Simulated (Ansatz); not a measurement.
`CC1=CCC=C1` → `C1=CCC=C1` + `[CH2]` (triplet) at 700 K and 1 bar (formal loss of a carbene).

Gas-phase electronic energies from Ansatz, PBE0-D4/def2-TZVP geometries. CBS: MP2 limit from def2 TZ/QZ plus the TZ coupled-cluster correction, frozen cores. This one scheme is used for every species. Triplets are unrestricted, without spin–orbit coupling.

| species | CCSD(T)/CBS energy (Eh) | H − E (kJ/mol) | S (J/(mol·K)) |
| --- | --- | --- | --- |
| `CC1=CCC=C1` | -233.10294 | 396.4 | 438.4 |
| `C1=CCC=C1` | -193.83693 | 305.4 | 371.1 |
| `[CH2]` (triplet) | -39.09499 | 70.4 | 226.8 |

H − E and S are ideal-gas, rigid-rotor, harmonic terms from PBE0-D4/def2-TZVP, with the whole ground term of open shells counted as degenerate. 1 Eh = 2625.50 kJ/mol, R = 8.31446 J/(mol·K).

Question: By hand: ΔE, ΔH, ΔS and ΔG.

Answer: ΔE = (-193.83693) + (-39.09499) − (-233.10294) = 0.17102 Eh = 449.0 kJ/mol. Δ(H − E) = 305.4 + 70.4 − 396.4 = -20.6, so ΔH = 428.4 kJ/mol. ΔS = 371.1 + 226.8 − 438.4 = 159.5 J/(mol·K). ΔG = 428.4 − 700 × (159.5)/1000 = 316.8 kJ/mol.

Question: By hand: the equilibrium constant, and the temperature at which ΔG would vanish if ΔH and ΔS stayed fixed.

Answer: log₁₀ K = −ΔG/(RT ln 10) = -23.6. ΔG = 0 at ΔH/ΔS = 2686 K, far beyond where these terms or the molecules hold.

The number of gas molecules changes by +1, which sets the sign of ΔS. A doubt of 5 kJ/mol in ΔE shifts log₁₀ K by 0.4 here. A triplet takes part, so the spin changes. These are equilibria of isolated gas molecules and say nothing of rates. Largest T1 diagnostic: 0.011 (customary marks: 0.02 for closed shells, 0.045 for open ones).
